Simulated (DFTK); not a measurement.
## SnSe2 under changes of volume

One of the cells (25.726 Å³/atom); the others are scaled copies at fixed shape and fractional positions:

```
CELL_PARAMETERS angstrom
3.81100 0.00000 0.00000
-1.90550 3.30042 0.00000
0.00000 0.00000 6.13600
ATOMIC_POSITIONS crystal
Sn 0.00000 0.00000 0.00000
Se 0.66667 0.33333 0.75100
Se 0.33333 0.66667 0.24900
```

| Item | Value |
| --- | --- |
| Program | DFTK 0.8.2 |
| Functional | RPBE |
| Potentials or basis | SG15 1.2 (PBE) |
| Cutoff | 952 eV |
| k mesh | 5 × 5 × 3 |
| Occupations | fermi-dirac, width 0.05 eV |
| Spin | no spin polarisation |

```tsv
volume (Å³/atom)	energy over the lowest point (meV/atom)	pressure (GPa)	gap on the mesh (eV)	largest force (eV/Å)
24.182	?	?	?	?
24.697	110.04	11.3	0.89	1.233
25.212	77.04	9.3	0.87	1.005
25.726	50.14	7.5	0.85	0.795
26.241	28.71	5.9	0.83	0.601
26.755	12.15	4.4	0.82	0.422
27.270	0.00	3.1	0.80	0.257
```

Task: What does the run at 24.182 Å³/atom give?

Result: Energy over the lowest point 149.71 meV/atom; pressure 13.5 GPa; gap on the mesh 0.90 eV; largest force 1.480 eV/Å.

Worked out: A Birch-Murnaghan fit of order 3 (a polynomial in V^(-2/3)) to the other rows has no minimum within the range. It gives 149.85 meV/atom at 24.182 Å³/atom, against the run's 149.71, and -dE/dV = 13.5 GPa, against 13.5. A straight line through the other rows of the gap, of slope -0.895 eV per unit of ln V, extrapolates to 0.91 eV, against the run's 0.90.

Energies are extrapolated to zero smearing.

Caveats: the minimum lies outside the volumes run; the potentials were made for another functional, which shifts forces and pressure; spin-orbit coupling is left out, which moves the levels of the heavy elements; an odd mesh through Γ misses points on the zone boundary, where band edges often lie; this functional lacks dispersion, which binds the layers, so the pressure and a relaxed spacing across them are unreliable.
